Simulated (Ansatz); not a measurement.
Sn under changes of volume

One of the cells (27.353 Å³/atom); the others are scaled copies at fixed shape and fractional positions:

```xyz
1
Lattice="-2.0292 2.0292 1.6608 2.0292 -2.0292 1.6608 2.0292 2.0292 -1.6608" Properties=species:S:1:pos:R:3 pbc="T T T"
Sn    0.0000    0.0000    0.0000
```

This isn't the form of Sn at room conditions, which is tetragonal (white tin).

```yaml
Program: Ansatz 0.2.0
Functional: HSE06
Potentials_or_basis: Ansatz PAW
Cutoff: "420 eV (not typed: the program's choice for these potentials)"
k_mesh: 6 × 6 × 6
Occupations: fermi-dirac, width 0.05 eV
Spin: no spin polarisation
```

| volume (Å³/atom) | energy over the lowest point (meV/atom) | pressure (GPa) |
| --- | --- | --- |
| 25.712 | 16.23 | 3.6 |
| 26.259 | ? | ? |
| 26.806 | 1.05 | 0.9 |
| 27.353 | 0.00 | -0.2 |
| 27.901 | 2.58 | -1.2 |
| 28.448 | 7.92 | -1.9 |
| 28.995 | 15.38 | -2.6 |

Task: What does the run at 26.259 Å³/atom give?

Result: Energy over the lowest point 6.29 meV/atom; pressure 2.2 GPa.

Worked out: A Birch-Murnaghan fit of order 3 (a polynomial in V^(-2/3)) to the other rows has its minimum at 27.21 Å³/atom with B0 = V·E''(V) = 52 GPa (rough, since the energies scatter) at fixed shape and positions, which overstates the stiffness. It gives 6.10 meV/atom at 26.259 Å³/atom, against the run's 6.29, and -dE/dV = 2.2 GPa, against 2.2.

Energies are extrapolated to zero smearing.

Caveats: all runs use coarse meshes; the PAW data sets come from PBE, with cores solved anew for the run's functional, which leaves a small shift of forces and pressure; the thresholds are loose for stress.
